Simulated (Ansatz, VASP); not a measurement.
As in VASP and in Ansatz

INCAR

```
PREC = Accurate
ENCUT = 520
EDIFF = 1E-6
ISMEAR = -1
SIGMA = 0.1
LREAL = F
LASPH = T
NELM = 100
ALGO = Normal
ISIF = 2
LWAVE = F
LCHARG = T
GGA = PS
LELF = T
LVHAR = T
NBANDS = 8
```

The input KPOINTS:

```
Automatic mesh
0
Gamma
  15 15 15
```

File POSCAR:

```
As
1.0
    0.0000000000      2.0395689117      2.0395689117
    2.0395689117      0.0000000000      2.0395689117
    2.0395689117      2.0395689117      0.0000000000
As
1
Direct
    0.0000000000      0.0000000000      0.0000000000
```

Input for Ansatz:

```yaml
crystal:
  lattice:
    - [0.0, 2.0395689117, 2.0395689117]
    - [2.0395689117, 0.0, 2.0395689117]
    - [2.0395689117, 2.0395689117, 0.0]
  atoms:
    - { symbol: As, position: [0.0, 0.0, 0.0] }
hamiltonian:
  xc: pbesol
  pseudopotentials:
    kind: paw
    azcp:
      As: "pseudopotentials/As.paw.azcp"
basis:
  ecutwfc: 420
  fft_grid_basis: typed
kpoints:
  mp_grid: { grid: [15, 15, 15], shift: [0, 0, 0] }
magnetization:
  spin_polarized: false
scf:
  occupations: { method: fermi_dirac, width: 0.1 }
  lower_state_search: "off"
output:
  stress: true
```

Alike in both runs: task single point; functional PBEsol; k mesh 15 × 15 × 15; occupations fermi-dirac, width 0.1 eV; no spin polarisation.

|  | VASP | Ansatz |
| --- | --- | --- |
| version | VASP 6.6.1 | Ansatz 0.2.0 |
| potentials or method | VASP PAW PBE potentials, release 64 (As) | plane waves (420 eV) with PAW, scalar-relativistic |
| plane-wave cutoff (eV) | 520 | 420 |
| valence electrons in the cell | 5 | 15 |

Ansatz gave:

| Item | Value |
| --- | --- |
| pressure (GPa) | 9.0 |

Question: Which values does VASP return?

Answer: Pressure (GPa): 9.4.

The functional is the same, so the differences come from potentials, cutoffs and numerics. The two sets of potentials don't hold the same shells in valence. Ansatz warned: «pseudo_functional_mismatch».

Caveats: the PAW data sets were made with another functional, which shifts forces and pressure a little (VASP).
